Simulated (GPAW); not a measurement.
# WS2 in GPAW: settings compared

The runs below take WS2 through equation of state, band structure, with BEEF-vdW, vdW-DF-cx.

Program: GPAW 26.7.0. These are calculated values, not measurements. Logs are shortened: lines on timing, memory, paths and dates and some standing lists are left out, and cuts for length are marked. The log counts tension as positive stress, the text compression.

### 1 The structure

The cell holds a slab with vacuum, 3 atoms: a = 3.184 Å, b = 3.184 Å, c = 16.951 Å, α = 90.00°, β = 90.00°, γ = 120.00°.

### 2 Equation of state, BEEF-vdW

Input file run.py:

```python
from ase.eos import EquationOfState
from ase.io import Trajectory, read
from ase.units import GPa
from gpaw import GPAW, PW

atoms = read('POSCAR')

traj = Trajectory('eos.traj', 'w')
volumes, energies = [], []
for x in [0.94, 0.96, 0.98, 1.0, 1.02, 1.04, 1.06]:
    a = atoms.copy()
    a.set_cell(atoms.cell * x**(1 / 3), scale_atoms=True)
    calc = GPAW(mode=PW(600),
                xc={'name': 'BEEF-vdW', 'backend': 'libvdwxc'},
                kpts={'size': (7, 7, 2), 'gamma': True},
                occupations={'name': 'fermi-dirac', 'width': 0.05},
                nbands=25,
                convergence={'density': 1e-05, 'energy': 1e-05},
                maxiter=150,
                txt=f'eos-{x:.2f}.txt')
    a.calc = calc
    energies.append(a.get_potential_energy(force_consistent=True))
    volumes.append(a.get_volume())
    calc.write(f'eos-{x:.2f}.gpw')
    traj.write(a)
    print(f'{x:.2f} {volumes[-1]:10.4f} A^3 {energies[-1]:14.6f} eV', flush=True)

v0, e0, B = EquationOfState(volumes, energies, eos='birchmurnaghan').fit()
print(f'V0 = {v0:.4f} A^3, E0 = {e0:.6f} eV, B0 = {B / GPa:.2f} GPa')
```

Input file POSCAR:

```
WS2
1.0
    3.1835163552      0.0000000000      0.0000000000
   -1.5917581776      2.7570060369      0.0000000000
    0.0000000000      0.0000000000     16.9505778900
W S
1 2
Direct
    0.0000000000      0.0000000000      0.0000000000
    0.3333333333      0.6666666667      0.0920005100
    0.3333333333      0.6666666667      0.9079994900
```

Potentials or basis: GPAW PAW data sets (gpaw-data 1.2.1), pw.

On the command line:

```sh
OMP_NUM_THREADS=1 python run.py
```

Log:

```text
__  _  _
 | _ |_)|_||  |
 |__||  | ||/\| - 26.7.0

Input parameters:
  mode=PW(ecut=600.0),
  convergence={'density': 1e-05, 'energy': 1e-05},
  kpts=MonkhorstPack(size=(7, 7, 2), gamma=True),
  maxiter=150,
  nbands=25,
  occupations=Occupations(name='fermi-dirac', width=0.05),
  xc=XC(name='BEEF-vdW', backend='libvdwxc')

Diagonalizing LCAO Hamiltonian
Converting LCAO to pw mode

         S

         S

       W

Atoms  # Å, Bohr magnetons
|   | symbol |         x |        y |         z |    initial magnetic moments |
|---|--------|-----------|----------|-----------|-----------------------------|
| 0 |      W |  0.000000 | 0.000000 |  0.000000 | ( 0.0000,  0.0000,  0.0000) |
| 1 |      S | -0.000000 | 1.800483 |  1.527627 | ( 0.0000,  0.0000,  0.0000) |
| 2 |      S | -0.000000 | 1.800483 | 15.076924 | ( 0.0000,  0.0000,  0.0000) |

Unit cell  # Å
| periodic |         x |        y |         z |   lengths |     angles |
|----------|-----------|----------|-----------|-----------|------------|
|      yes |  3.118528 | 0.000000 |  0.000000 |  3.118528 |  90.000000 |
|      yes | -1.559264 | 2.700725 |  0.000000 |  3.118528 |  90.000000 |
|      yes |  0.000000 | 0.000000 | 16.604551 | 16.604551 | 120.000000 |

Number of symmetries: 12
Symmetry operations  # r_c * U_cc + t_c -> r_c
|    | kind |            matrix            |
|----|------|------------------------------|
|  0 |  σ   |  1, 1, 0,  0,-1, 0,  0, 0, 1 |
|  1 |  C2  |  1, 1, 0,  0,-1, 0,  0, 0,-1 |
|  2 |  E   |  1, 0, 0,  0, 1, 0,  0, 0, 1 |
|  3 |  σ   |  1, 0, 0,  0, 1, 0,  0, 0,-1 |
|  4 |  C3  |  0, 1, 0, -1,-1, 0,  0, 0, 1 |
|  5 |  S3  |  0, 1, 0, -1,-1, 0,  0, 0,-1 |
|  6 |  σ   |  0,-1, 0, -1, 0, 0,  0, 0, 1 |
|  7 |  C2  |  0,-1, 0, -1, 0, 0,  0, 0,-1 |
|  8 |  σ   | -1, 0, 0,  1, 1, 0,  0, 0, 1 |
|  9 |  C2  | -1, 0, 0,  1, 1, 0,  0, 0,-1 |
| 10 |  C3  | -1,-1, 0,  1, 0, 0,  0, 0, 1 |
| 11 |  S3  | -1,-1, 0,  1, 0, 0,  0, 0,-1 |

BZ-sampling:
  Number of BZ points: 98
  Number of IBZ points: 16

  Monkhorst-Pack size: [7, 7, 2]
  Monkhorst-Pack shift: [0.0, 0.0, 0.25]

K-points  # in reciprocal-cell coordinates
|     |                                coordinates |     weight |
|-----|--------------------------------------------|------------|
|   0 | (  0.00000000,   0.00000000,   0.00000000) | 0.01020408 |
|   1 | (  0.00000000,   0.00000000,   0.50000000) | 0.01020408 |
|   2 | (  0.14285714,   0.00000000,   0.00000000) | 0.06122449 |
|   3 | (  0.14285714,   0.00000000,   0.50000000) | 0.06122449 |
|   4 | (  0.28571429,  -0.14285714,   0.00000000) | 0.06122449 |
|   5 | (  0.28571429,  -0.14285714,   0.50000000) | 0.06122449 |
|   6 | (  0.28571429,   0.00000000,   0.00000000) | 0.06122449 |
|   7 | (  0.28571429,   0.00000000,   0.50000000) | 0.06122449 |
|   8 | (  0.42857143,  -0.14285714,   0.00000000) | 0.12244898 |
|   9 | (  0.42857143,  -0.14285714,   0.50000000) | 0.12244898 |
| ... |                                            |            |
|  15 | (  0.42857143,   0.42857143,   0.50000000) | 0.06122449 |

Plane wave coefficients: 4687
Cutoff: 600.0 eV

Spin-components: 1 (collinear spins)
Bands:           25
Projectors:      16
Spin-degeneracy: 2
Datatype:        complex128

Parallelization:
  kpt:    1
  domain: 1
  band:   1

Density:
  Valence electrons: 26.0
  Components: 1
  Grid points: [18 18 96]
  Charge: 0.0  # |e|

Potential:
  Grid points: [18 18 96]

species:
  W:
    name:    Tungsten
    Z:       74.0
    valence: 14
    core:    60
    charge:  0.0  # [|e|]
    compensation charges:
      type: gauss
      rc: 0.40  # [Å]
      lmax: 2
    cutoffs:
      filter: 2.36  # [Å]
      core: 3.02  # [Å]
    projectors
    | kind |    occ | energy [eV] | rcut [Å] |
    |------|--------|-------------|----------|
    |   5s |  2.000 |     -78.830 |    1.344 |
    |   6s |  2.000 |      -5.697 |    1.344 |
    |   5p |  6.000 |     -43.233 |    1.355 |
    |   6p |  0.000 |      -1.367 |    1.355 |
    |   5d |  4.000 |      -4.494 |    1.228 |
    |    d |        |      22.717 |    1.228 |

    Using partial waves for W as LCAO basis

  S:
    name:    Sulfur
    Z:       16.0
    valence: 6
    core:    10
    charge:  0.0  # [|e|]
    compensation charges:
      type: gauss
      rc: 0.24  # [Å]
      lmax: 2
    cutoffs:
      filter: 1.77  # [Å]
      core: 1.66  # [Å]
    projectors
    | kind |    occ | energy [eV] | rcut [Å] |
    |------|--------|-------------|----------|
    |   3s |  2.000 |     -17.254 |    0.974 |
    |   3p |  4.000 |      -7.008 |    0.979 |
    |    s |        |       9.957 |    0.974 |
    |    p |        |      20.203 |    0.979 |
    |    d |        |       0.000 |    0.900 |

    Using partial waves for S as LCAO basis

Reference energy: -460486.911450  # eV

eigensolver:
  PPCG
  Converge bands: occupied
  niter=2

density mixing:
  MSR1-Mixer
  Pratt-step length: 0.05
  Maximum mixing coefficient: 0.75
  Old densities: 10
  SVD Regularization: 0.005
  Good broyden scale: 1.0
  Trust region scale: 1.0
  Backstep threshold: 4.0
  History deletion threshold: 6.0
  Fourier metric: weight=20.0, sigma=0.015

occupation numbers:
  Fermi-Dirac:
    width: 0.0500  # eV

poisson solver:
  ecut: 4800.0  # eV

xc functional:
  name: vdW-BEEF with libvdwxc
  Mode: serial
  Semilocal: BEEVDW with 2 nearest neighbor stencil
  Corresponding non-local functional: vdW-DF2
  Local blocksize: 36 x 36 x 192
  PAW datasets: PBE

convergence criteria:
- Maximum integral of absolute [dens]ity change: 1e-05 electrons / valence electron
- Maximum [total energy] change in last 3 cyles: 1e-05 eV / valence electron
- Maximum integral of absolute [eigenst]ate change: 4e-08 eV^2 / valence electron
maximum number of iterations: 150

SCF iterations
|iter     | |      energy | eigst |  dens |
|---------|-|-------------|-------|-------|
|iter:   1| | -380.672554 | +0.18 |       |
|iter:   2| | -380.631827 | -1.58 | -1.17 |
|iter:   3| | -380.364610 | -1.50 | -1.21 |
|iter:   4| | -380.430951 | -1.77 | -1.63 |
|iter:   5| | -380.320169 | -2.29 | -1.57 |
|iter:   6| | -380.323901 | -3.30 | -2.04 |
|iter:   7| | -380.323967 | -4.36 | -2.91 |
|iter:   8| | -380.323975c| -5.19 | -3.52 |
|iter:   9| | -380.323976c| -5.87 | -4.17 |
|iter:  10| | -380.323976c| -6.44 | -4.86 |
|iter:  11| | -380.323976c| -6.97 | -5.37c|
|iter:  12| | -380.323976c| -7.43c| -6.09c|

Converged in 12 steps
Energy contributions relative to reference atoms: (reference = -460486.911450)

Energy contributions:
  Kinetic:          60.704856
  Coulomb:         -58.310247
  Zero:              0.109907
  External:          0.000000
  Xc:             -382.828492
  Entropy:          -0.000000
  Spinorbit:         0.000000
  ----------------------------
  Free energy:    -380.323976
  Extrapolated:   -380.323976

dipole moment: (-9.243987, -7.976122, -61.388721)  # |e|*Ang

Fermi level: 0.183
Eigenvalues  # (at kpt = [0.000, 0.000, 0.000])
| band index |      eig [eV] | occ [0-2] |
|------------|---------------|-----------|
|          0 |       -74.938 |     2.000 |
|        ... |               |           |
|          5 |       -14.083 |     2.000 |
|          6 |        -7.358 |     2.000 |
|          7 |        -3.845 |     2.000 |
|          8 |        -3.845 |     2.000 |
|          9 |        -2.938 |     2.000 |
|         10 |        -2.487 |     2.000 |
[... 8 lines left out ...]
|         19 |         5.056 |     0.000 |
|         20 |         6.002 |     0.000 |
|        ... |               |           |
|         24 |         9.971 |     0.000 |

Gap: 2.251 eV
Transition (v -> c):
  (s=0, k=1, n=12, [0.00, 0.00, 0.50]) -> (s=0, k=4, n=13, [0.29, -0.14, 0.00])
Direct/indirect transitions are different
Direct gap: 2.630 eV
Transition at: (s=0, k=12, n=12, [0.43, 0.29, 0.00])
# Writing to eos-0.94.gpw (mode='')
```

Wall time 2.8 min (1 thread of Intel Xeon 6975P-C (Granite Rapids), shared host); peak memory 0.61 GiB.

What came out:

```
Equilibrium volume                        : 50.61 Å³/atom
Bulk modulus at fixed shape and positions : 55 GPa
Pressure derivative of the bulk modulus   : 4.3
```

Energy against volume, from the lowest point:
| volume (Å³/atom) | energy (meV/atom) |
| --- | --- |
| 46.616 | 62.93 |
| 47.608 | 34.26 |
| 48.600 | 14.82 |
| 49.592 | 3.66 |
| 50.583 | 0.00 |
| 51.575 | 3.08 |
| 52.567 | 12.21 |

Caveat: the cell was scaled at fixed shape and fractional positions, which overstates the stiffness of a crystal with free parameters, most of all of layers and chains; the PAW data sets were made with another functional, which shifts forces and pressure a little.

### 3 Band structure, vdW-DF-cx, spin-orbit coupling, no magnetisation

Input file run.py:

```python
import numpy as np
from ase import Atoms
from ase.dft.bandgap import bandgap
from ase.io import write
from gpaw import GPAW, PW
from gpaw.spinorbit import soc_eigenstates

atoms = Atoms(['W', 'S', 'S'],
              cell=[[3.1835163552, 0.0, 0.0],
                    [-1.5917581776, 2.7570060369, 0.0],
                    [0.0, 0.0, 16.95057789]],
              scaled_positions=[[0.0, 0.0, 0.0],
                                [0.3333333333, 0.6666666667, 0.09200051],
                                [0.3333333333, 0.6666666667, 0.90799949]],
              pbc=True)

calc = GPAW(mode=PW(600),
            xc={'name': 'vdW-DF-cx', 'backend': 'libvdwxc'},
            kpts={'size': (7, 7, 2), 'gamma': True},
            occupations={'name': 'fermi-dirac', 'width': 0.05},
            nbands=25,
            convergence={'density': 1e-05, 'energy': 1e-05},
            maxiter=150,
            txt='gpaw.txt')
atoms.calc = calc
energy = atoms.get_potential_energy()
forces = atoms.get_forces()
calc.write('gs.gpw')
write('result.traj', atoms)
print(f'Energy: {energy:.6f} eV')
print('Forces (eV/A):')
print(forces.round(4))
print('Fermi level:', round(calc.get_fermi_level(), 4), 'eV')
print(f'Gap: {bandgap(calc)[0]:.4f} eV, direct: {bandgap(calc, direct=True)[0]:.4f} eV')

path = atoms.cell.bandpath('GMKGALHA,LM,KH', npoints=80, eps=1e-4)
bs_calc = calc.fixed_density(kpts=path, symmetry='off', nbands=48,
                             convergence={'bands': 'CBM+6.0', 'eigenstates': 1e-6}, txt='bands.txt')
bs = bs_calc.band_structure()
bs.write('bs.json')
print(f'Gap on the path: {bandgap(bs_calc)[0]:.4f} eV')

soc = soc_eigenstates(bs_calc, theta=0, phi=0)
np.savetxt('soc_bands.dat', soc.eigenvalues(), fmt='%.4f')
mesh = soc_eigenstates('gs.gpw', theta=0, phi=0)
np.savetxt('soc_mesh.dat', mesh.eigenvalues(), fmt='%.4f')
print('Fermi level with spin-orbit coupling:', round(mesh.fermi_level, 4), 'eV')
```

Potentials or basis: GPAW PAW data sets (gpaw-data 1.2.1), pw.

On the command line:

```sh
OMP_NUM_THREADS=1 python run.py
```

It took 97 s on 1 thread of Intel Xeon 6975P-C (Granite Rapids), shared host; peak memory 0.74 GiB.

It converged, with:

* Free energy: 91.4621 eV
* Largest force: 0.243 eV/Å
* Band gap along the path: 1.51 eV, direct

Forces in eV/Å, atoms in the order of the input:
```
W    0.000  0.000  0.000
S    0.000  0.000  0.243
S    0.000  0.000 -0.243
```

Levels at the corners of the path, in eV from the valence-band top:
```tsv
point	band 22	band 23	band 24	band 25	band 26	band 27	band 28	band 29	band 30	band 31
Γ	-1.96	-1.73	-1.73	-0.19	-0.19	2.60	2.60	2.65	2.65	2.96
M	-2.27	-1.51	-1.50	-1.00	-1.00	2.47	2.47	3.08	3.08	3.93
K	-3.29	-2.55	-2.48	-0.46	0.00	1.51	1.54	3.14	3.15	3.72
Γ	-1.96	-1.73	-1.73	-0.19	-0.19	2.60	2.60	2.65	2.65	2.96
A	-1.96	-1.73	-1.73	-0.19	-0.19	2.60	2.60	2.65	2.65	2.96
L	-2.27	-1.51	-1.50	-1.00	-1.00	2.47	2.47	3.08	3.08	3.93
H	-3.29	-2.55	-2.48	-0.46	0.00	1.51	1.54	3.14	3.15	3.72
A	-1.96	-1.73	-1.73	-0.19	-0.19	2.60	2.60	2.65	2.65	2.96
L	-2.27	-1.51	-1.50	-1.00	-1.00	2.47	2.47	3.08	3.08	3.93
M	-2.27	-1.51	-1.50	-1.00	-1.00	2.47	2.47	3.08	3.08	3.93
K	-3.29	-2.55	-2.48	-0.46	0.00	1.51	1.54	3.14	3.15	3.72
H	-3.29	-2.55	-2.48	-0.46	0.00	1.51	1.54	3.14	3.15	3.72
```

Caveat: spin-orbit coupling was added after a scalar SCF, so levels and gaps hold it while energy, forces, pressure and moments don't; this program's spin-orbit splittings come out too wide for heavy elements; the PAW data sets were made with another functional, which shifts forces and pressure a little.
